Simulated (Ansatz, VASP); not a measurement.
# One calculation of BN, two programs

Contents of INCAR:

```
SYSTEM = BN
PREC = Accurate
ENCUT = 520
EDIFF = 1E-6
ISMEAR = 0
SIGMA = 0.05
LREAL = .FALSE.
LASPH = .TRUE.
NELM = 80
ALGO = Normal
ISIF = 2
LWAVE = .FALSE.
LCHARG = .FALSE.
GGA = PE
NBANDS = 11
```

File KPOINTS:

```
regular mesh
0
G
  12 12 12
  0 0 0
```

POSCAR

```
BN
1.0
    0.0000000000      1.6447348509      1.9025273001
    1.9025273001      0.0000000000      1.9025273001
    1.9025273001      1.6447348509      0.0000000000
B N
1 1
Direct
    0.0000000000      0.0000000000      0.0000000000
    0.7500000000      0.7500000000      0.7500000000
```

Input for Ansatz:

```yaml
crystal:
  lattice:
    - [0.0, 1.6447348509, 1.9025273001]
    - [1.9025273001, 0.0, 1.9025273001]
    - [1.9025273001, 1.6447348509, 0.0]
  atoms:
    - { symbol: B, position: [0.0, 0.0, 0.0] }
    - { symbol: "N", position: [0.75, 0.75, 0.75] }
basis:
  ecutwfc: 520.0
kpoints:
  mp_grid: { grid: [12, 12, 12] }
hamiltonian:
  xc: pbe
scf:
  occupations: { method: gaussian, width: 0.05 }
output:
  forces: true
  stress: true
  eigenvalues: true
  write_density: true
  write_potential: true
  elf: true
  volumetric_format: npy
```

Alike in both runs: task single point; functional PBE; k mesh 12 × 12 × 12; occupations gaussian, width 0.05 eV; no spin polarisation.

|  | VASP | Ansatz |
| --- | --- | --- |
| version | VASP 6.6.1 | Ansatz 0.2.0 |
| potentials or method | VASP PAW PBE potentials, release 64 (B, N) | scalar-relativistic, plane waves, PAW |
| plane-wave cutoff (eV) | 520 | 520 |
| valence electrons in the cell | 8 | 8 |

VASP gave:

* gap on the k mesh at the Fermi level (eV): 2.28
* least direct gap on the mesh (eV): 7.53
* pressure (GPa): -0.4
* largest component of the traceless stress (GPa): 47.77

Task: Estimate Ansatz's values.

Result: gap on the k mesh at the Fermi level (eV): 2.29; least direct gap on the mesh (eV): 7.54; pressure (GPa): -0.6; largest component of the traceless stress (GPa): 47.75.

A k mesh can miss the band edges.
